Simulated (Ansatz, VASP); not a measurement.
# Hg in VASP and in Ansatz

```
Hg
1.0
     3.40312    0.00000    0.00000
    -1.70156    2.94719    0.00000
     0.00000    0.00000    5.39452
Hg
2
Direct
  0.66667 0.33333 0.75000
  0.33333 0.66667 0.25000
```

Alike in both runs: task single point; functional PBE; k mesh 8 × 8 × 4; occupations fermi-dirac, width 0.1 eV; no spin polarisation.

|  | VASP | Ansatz |
| --- | --- | --- |
| version | VASP 6.6.1 | Ansatz 0.2.0 |
| potentials or method | VASP PAW PBE potentials, release 64 (Hg) | plane waves, PAW |
| plane-wave cutoff (eV) | 520 | 500 |
| valence electrons in the cell | 24 | 40 |

VASP gave:

* pressure (GPa): 1.7
* largest component of the traceless stress (GPa): 0.57

Question: Which values does Ansatz return?

Answer: Pressure (GPa): 1.6; largest component of the traceless stress (GPa): 0.56.

The functional is the same, so the differences come from potentials, cutoffs and numerics. The two sets of potentials don't hold the same shells in valence.

The runs have no spin-orbit coupling, so splittings on Hg are missing.
